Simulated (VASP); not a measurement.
# Li (Fm-3m) in VASP: a series of runs

Runs on Li. Level: revPBE. Tasks: single point, relaxation of cell and atoms.

Program: VASP 6.6.1. These are calculated values, not measurements. Logs are shortened: lines on timing, memory, paths and dates and some standing lists are left out, and cuts for length are marked.

## 1. Starting point

Symmetry: Fm-3m, No. 225, cubic system. The conventional cell has a = 4.388 Å, b = 4.388 Å, c = 4.388 Å, α = 90.00°, β = 90.00°, γ = 90.00°. Li (site symmetry m-3m) is surrounded by 12 Li at 3.10 Å.

This isn't the form of Li at room conditions, which is bcc.

## 2. Single point, revPBE

The input, INCAR:

```
PREC = Accurate
ENCUT = 520
EDIFF = 1E-7
ISMEAR = -1
SIGMA = 0.1
LREAL = F
LASPH = T
NELM = 80
ALGO = Normal
ISIF = 2
LWAVE = F
LCHARG = F
GGA = RE
NBANDS = 8
```

The input, KPOINTS:

```
Automatic mesh
0
Gamma
  20 20 20
```

The input, POSCAR:

```
Li
1.0
    0.0000000000      2.1938170038      2.1938170038
    2.1938170038      0.0000000000      2.1938170038
    2.1938170038      2.1938170038      0.0000000000
Li
1
Direct
    0.0000000000      0.0000000000      0.0000000000
```

Potentials or basis: VASP PAW PBE potentials, release 64 (Li_sv).

Run with:

```sh
cat potpaw_PBE.64/Li_sv/POTCAR > POTCAR
mpirun -np 1 vasp_std > vasp.out
```

OUTCAR:

```text
PREC = Accurate
   ENCUT = 520
   EDIFF = 1E-7
   ISMEAR = -1
   LREAL = F
   LASPH = T
   NELM = 80
   ISIF = 2
   GGA = RE

 ion  position               nearest neighbor table
   1  0.000  0.000  0.000-

  LATTYP: Found a face centered cubic cell.
 ALAT       =     4.3876340076

  Lattice vectors:

 A1 = (   0.0000000000,   2.1938170038,   2.1938170038)
 A2 = (   2.1938170038,   0.0000000000,   2.1938170038)
 A3 = (   2.1938170038,   2.1938170038,   0.0000000000)

Analysis of symmetry for initial positions (statically):
=====================================================================
 Subroutine PRICEL returns:
 Original cell was already a primitive cell.

 Routine SETGRP: Setting up the symmetry group for a
 face centered cubic supercell.

 Subroutine GETGRP returns: Found 48 space group operations
 (whereof 48 operations were pure point group operations)
 out of a pool of 48 trial point group operations.

The static configuration has the point symmetry O_h .

Analysis of symmetry for dynamics (positions and initial velocities):
=====================================================================
 Subroutine PRICEL returns:
 Original cell was already a primitive cell.

 Routine SETGRP: Setting up the symmetry group for a
 face centered cubic supercell.

 Subroutine GETGRP returns: Found 48 space group operations
 (whereof 48 operations were pure point group operations)
 out of a pool of 48 trial point group operations.

The dynamic configuration has the point symmetry O_h .

 Subroutine INISYM returns: Found 48 space group operations
 (whereof 48 operations are pure point group operations),
 and found     1 'primitive' translations

----------------------------------------------------------------------------------------

                                     Primitive cell

  volume of cell :      21.1169

  direct lattice vectors                    reciprocal lattice vectors
     0.000000000  2.193817004  2.193817004    -0.227913267  0.227913267  0.227913267
     2.193817004  0.000000000  2.193817004     0.227913267 -0.227913267  0.227913267
     2.193817004  2.193817004  0.000000000     0.227913267  0.227913267 -0.227913267

  length of vectors
     3.102525760  3.102525760  3.102525760     0.394757358  0.394757358  0.394757358

[... 77 lines left out ...]
   NELM   =     80;   NELMIN=  2; NELMDL= -5     # of ELM steps
   EDIFF  = 0.1E-06   stopping-criterion for ELM
   LREAL  =      F    real-space projection
   EDIFFG = 0.1E-05   stopping-criterion for IOM
   NSW    =      0    number of steps for IOM
   IBRION =     -1    ionic relax: 0-MD 1-quasi-New 2-CG
   NFREE  =      0    steps in history (QN), initial steepest desc. (CG)
   ISIF   =      2    stress and relaxation
   ISYM   =      2    0-nonsym 1-usesym 2-fastsym
   POTIM  = 0.5000    time-step for ionic-motion
   TEBEG  =    0.0;   TEEND  =   0.0 temperature during run
   PSTRESS=    0.0 pullay stress
   NELECT =       3.0000    total number of electrons
   NUPDOWN=      -1.0000    fix difference up-down
   EMIN   =  10.00;   EMAX   =-10.00  energy-range for DOS
   EFERMI =   0.00;   METHOD = LEGACY
   ISMEAR =    -1;   SIGMA  =   0.10  broadening in eV -4-tet -1-fermi 0-gaus
   EFERMI_NEDOS =   21; number of points for ismear=-14 and -15
   IALGO  =     38    algorithm
   IMIX   =      4    mixing-type and parameters
     AMIX     =   0.40;   BMIX     =  1.00
     AMIX_MAG =   1.60;   BMIX_MAG =  1.00
  volume/ion in A,a.u.               =      21.12       142.50
  Fermi-wavevector in a.u.,A,eV,Ry     =   0.854224  1.614248  9.928141  0.729698
  Thomas-Fermi vector in A             =   1.970787
   LORBIT       =      0    0 simple, 1 ext, 2 COOP (PROOUT), +10 PAW based schemes
   GGA     = RE    functional components
   LHFCALC =     F    Hartree Fock is set to
   AEXX    =    0.0000 exact exchange contribution
   IVDW    =     0    specifies the selected vdW correction
   LEPSILON=     F    determine dielectric tensor
   LRPA    =     F    only Hartree local field effects (RPA)
 non-spin polarized calculation
  energy-cutoff  :      520.00
  volume of cell :       21.12
 maximum number of plane-waves:       588
   NGX = 11   NGY = 11   NGZ = 11

 number of electron       3.0000002 magnetization

 Free energy of the ion-electron system (eV)
  ---------------------------------------------------
  ext. energy  EPLUGINS =         0.00000000
  ---------------------------------------------------
  free energy    TOTEN  =        -1.81844268 eV

  energy without entropy =       -1.80250761  energy(sigma->0) =       -1.81047514

 E-fermi :   0.5855     XC(G=0):  -6.8658

 val. band max:        0.5640923034   @ k =   0.5000   0.2000   0.0500
 cond. band min:       0.5911284383   @ k =   0.5000   0.0000   0.0000
 fundamental gap:      0.0270361349
 Fermi energy:         0.5854803715

 k-point     1 :       0.0000    0.0000    0.0000
  band No.  band energies     occupation
      1     -46.1672      2.00000
      2      -2.9411      2.00000
      3      14.7263      0.00000
      4      14.7264      0.00000
      5      14.7264      0.00000
      6      18.3328      0.00000
      7      18.3328      0.00000
      8      18.3328      0.00000
[... 243 lines left out ...]
 k-point    24 :      -0.3500    0.0500    0.0000
  band No.  band energies     occupation
      1     -46.1549      2.00000
      2      -0.5697      1.99998
      3       5.3448      0.00000
      4      12.4212      0.00000
      5      13.4094      0.00000
      6      16.6101      0.00000
      7      17.1810      0.00000
      8      19.1166      0.00000

 [... further k-points ...]

------------------------ aborting loop because EDIFF is reached ----------------------------------------

  FORCE on cell =-STRESS in cart. coord.  units (eV):
  Direction    XX          YY          ZZ          XY          YZ          ZX
  --------------------------------------------------------------------------------------
  -------------------------------------------------------------------------------------
  Total       -0.0071745     -0.0071745     -0.0071745      0.0000000     -0.0000000     -0.0000000
  in kB       -0.5443382     -0.5443382     -0.5443382      0.0000000     -0.0000000     -0.0000000
  external PRESSURE =      -0.5443382 kB  Pullay stress =       0.0000000 kB

 VOLUME and BASIS-vectors are now :
 -----------------------------------------------------------------------------
  energy-cutoff  :      520.00
  volume of cell :       21.12
      direct lattice vectors                 reciprocal lattice vectors
     0.000000000  2.193817004  2.193817004    -0.227913267  0.227913267  0.227913267
     2.193817004  0.000000000  2.193817004     0.227913267 -0.227913267  0.227913267
     2.193817004  2.193817004  0.000000000     0.227913267  0.227913267 -0.227913267

 POSITION                                       TOTAL-FORCE (eV/Angst)
 -----------------------------------------------------------------------------------
      0.00000      0.00000      0.00000         0.000000      0.000000      0.000000
 -----------------------------------------------------------------------------------
    total drift:                               -0.000000      0.000000     -0.000000

  FREE ENERGIE OF THE ION-ELECTRON SYSTEM (eV)
  ---------------------------------------------------
  free  energy   TOTEN  =        -1.8184426794 eV

  energy  without entropy=       -1.8025076084  energy(sigma->0) =       -1.81047514
```

Run time: 22 s. Hardware: 1 thread of Intel Xeon Platinum 8259CL at 2.50GHz (Skylake/Cascade Lake), shared host; peak memory 0.15 GiB.

What came out:

```yaml
Free_energy: -1.8184 eV
Band_gap_on_the_k_mesh: none (metal or under the smearing width)
```

Caveat: the cutoff is under 1.25 times the usual one of these potentials, so pressure, stress and relaxed cells hold a basis-set (Pulay) error; the PAW data sets were made with another functional, which shifts forces and pressure a little.

## 3. Single point, revPBE

The input, INCAR:

```
SYSTEM = Li
ALGO = Normal
EDIFF = 1E-7
ENCUT = 520
GGA = RE
ISIF = 2
ISMEAR = -1
LASPH = .True.
LCHARG = .False.
LREAL = .False.
LWAVE = .False.
NBANDS = 8
NELM = 100
PREC = Accurate
SIGMA = 0.1
```

The input, KPOINTS:

```
k-points
0
Gamma
  12 12 12
  0 0 0
```

POSCAR is that of step 2.

Potentials or basis: VASP PAW PBE potentials, release 64 (Li_sv).

Run with:

```sh
cat potpaw_PBE.64/Li_sv/POTCAR > POTCAR
mpirun -np 1 vasp_std > vasp.out
```

Run time: 6.5 s. Hardware: 1 thread of Intel Xeon Platinum 8259CL at 2.50GHz (Skylake/Cascade Lake), shared host; peak memory 0.13 GiB.

The run converged. Its results:

- Free energy: -1.8194 eV
- Band gap on the k mesh: none (metal or under the smearing width)

Levels at points of the mesh, in eV from the Fermi level:
```tsv
k point	band 1	band 2	band 3	band 4	band 5	band 6	band 7
(0.00, 0.00, 0.00)	-46.71	-3.49	14.18	14.18	14.18	17.79	17.79
(0.50, 0.00, 0.00)	-46.70	0.05	2.84	12.48	12.48	16.17	16.17
(0.50, 0.50, 0.00)	-46.69	1.56	4.58	8.33	8.33	10.37	14.94
```

Caveat: the cutoff is under 1.25 times the usual one of these potentials, so pressure, stress and relaxed cells hold a basis-set (Pulay) error; the PAW data sets were made with another functional, which shifts forces and pressure a little.

(Continued in part 2 of 2.)
